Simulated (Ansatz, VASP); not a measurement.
This is a calculation of Ba for VASP 6.6.1.

Contents of INCAR:

```
  PREC = Accurate
  ENCUT = 520
  EDIFF = 1E-6
  ISMEAR = -1
  SIGMA = 0.05
  LREAL = F
  LASPH = T
  NELM = 80
  ALGO = Normal
  ISIF = 2
  LWAVE = F
  LCHARG = F
  GGA = CA
  NBANDS = 11
```

KPOINTS

```
Automatic mesh
0
Gamma
  8 8 8
```

File POSCAR:

```
Ba
1.0
   -2.5230998215      2.5230998215      2.5230998215
    2.5230998215     -2.5230998215      2.5230998215
    2.5230998215      2.5230998215     -2.5230998215
Ba
1
Direct
    0.0000000000      0.0000000000      0.0000000000
```

Potentials or basis: VASP PAW LDA potentials, release 64 (Ba_sv).

Command:

```bash
$ cat potpaw_LDA.64/Ba_sv/POTCAR > POTCAR
$ mpirun -np 1 vasp_std > vasp.out
```

Q: Set up the same calculation for Ansatz 0.2.0. Potentials there: all-electron LAPW, scalar-relativistic.

A: As run (the cutoff follows the program's own potentials):

The input input.yaml:

```yaml
crystal:
  lattice:
    - [-2.5230998215, 2.5230998215, 2.5230998215]
    - [2.5230998215, -2.5230998215, 2.5230998215]
    - [2.5230998215, 2.5230998215, -2.5230998215]
  atoms:
    - { symbol: Ba, position: [0.0, 0.0, 0.0] }
kpoints:
  mp_grid: { grid: [8, 8, 8] }
scf:
  occupations: { method: fermi_dirac, width: 0.05 }
hamiltonian:
  xc: lda
  pseudopotentials: { kind: all_electron, lapw: { basis_error: 0.001 } }
output:
  forces: true
  stress: true
  eigenvalues: true
```

Potentials or basis: all-electron LAPW, scalar-relativistic.

Run with:

```bash
$ ansatz run input.yaml --threads 1 --pin off --max-ram 3072MiB --backend cpu --events-out ev --progress --plain --runs-dir out
```

Both were run:

|  | VASP | Ansatz | Ansatz less VASP |
| --- | --- | --- | --- |
| gap on the k mesh at the Fermi level (eV) | none | none | - |
| pressure (GPa) | -1.4 | -1.5 | -0.03 |

A gap of «none» marks a metal or a gap that the smearing closes. Ansatz ran all-electron here, so the differences hold the error of VASP's frozen core and of both bases.

The runs have no spin-orbit coupling, so splittings on Ba are missing.
